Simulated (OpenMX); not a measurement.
# Cu in OpenMX: convergence with Kgrid

Input of the first run (Kgrid 1 1 1); the others differ in this setting and in those tied to it:

File Cu.dat:

```
System.CurrrentDirectory             ./
System.Name                          Cu
DATA.PATH                            ./DFT_DATA13
level.of.stdout                      1
level.of.fileout                     0
Species.Number                       1
<Definition.of.Atomic.Species
  Cu  Cu6.0H-s3p2d2          Cu_CA13H
Definition.of.Atomic.Species>

Atoms.Number                         2
Atoms.SpeciesAndCoordinates.Unit     FRAC
<Atoms.SpeciesAndCoordinates
    1  Cu    0.6611040000    0.3091260000    0.7710590000   9.500  9.500
    2  Cu    0.3134250000    0.6459340000    0.2242850000   9.500  9.500
Atoms.SpeciesAndCoordinates>

Atoms.UnitVectors.Unit               Ang
<Atoms.UnitVectors
     2.5340966698    0.0000000000    0.0000000000
    -1.2670483349    2.1945920917    0.0000000000
     0.0000000000    0.0000000000    4.1125710000
Atoms.UnitVectors>

scf.XcType                           LDA
scf.SpinPolarization                 off
scf.ElectronicTemperature            580.226
scf.energycutoff                     500.0
scf.maxIter                          100
scf.EigenvalueSolver                 band
scf.Kgrid                            1 1 1
scf.Mixing.Type                      rmm-diisk
scf.Init.Mixing.Weight               0.05
scf.Min.Mixing.Weight                0.001
scf.Max.Mixing.Weight                0.3
scf.Mixing.History                   25
scf.Mixing.StartPulay                8
scf.criterion                        1.0e-8
scf.stress.tensor                    on
MD.Type                              nomd
```

Potentials or basis: OpenMX 2013 LDA set, Cu6.0H-s3p2d2, grid cutoff 500 Ry.

Command:

```console
$ openmx Cu.dat -nt 1 > Cu.std
```

The cell isn't the ideal one: atoms moved at random, drawn with an rms of 0.15 Å.

This isn't the form of Cu at room conditions, which is fcc.

Hardware: 1 thread of Intel(R) Xeon(R) Platinum 8259CL CPU @ 2.50GHz (Skylake/Cascade Lake), on a shared host.

```tsv
Kgrid	energy less the tightest run, at zero smearing (meV/atom)	pressure (GPa)	largest force (eV/Å)	SCF cycles	CPU time (s)	peak memory (GiB)
1 1 1	-3671.96	-14.55	1.710	27	180	0.63
3 3 1	-14.78	-5.00	1.998	16	150	0.63
5 5 3	-70.02	-1.94	1.779	16	150	0.63
7 7 3	-43.96	-1.60	1.739	16	150	0.63
9 9 5	-21.08	-1.68	1.755	16	180	0.63
11 11 5	-11.64	-1.62	1.746	16	200	0.63
13 13 7	-5.15	-1.78	1.759	16	210	0.63
15 15 9	-1.91	-1.68	1.753	16	260	0.63
17 17 11	0.00	-1.67	1.755	16	320	0.63
```

Against the tightest run, the pressure stays within 0.1 GPa from 15 15 9 on; the largest force stays within 0.005 eV/Å from 13 13 7 on. Not settled before the last step: the energy (to 1 meV/atom). The tightest run that finished is the yardstick and may itself not be fully converged.

Caveat, for the tightest run too: the basis of atomic orbitals isn't converged, which shifts pressures, moduli and gaps.
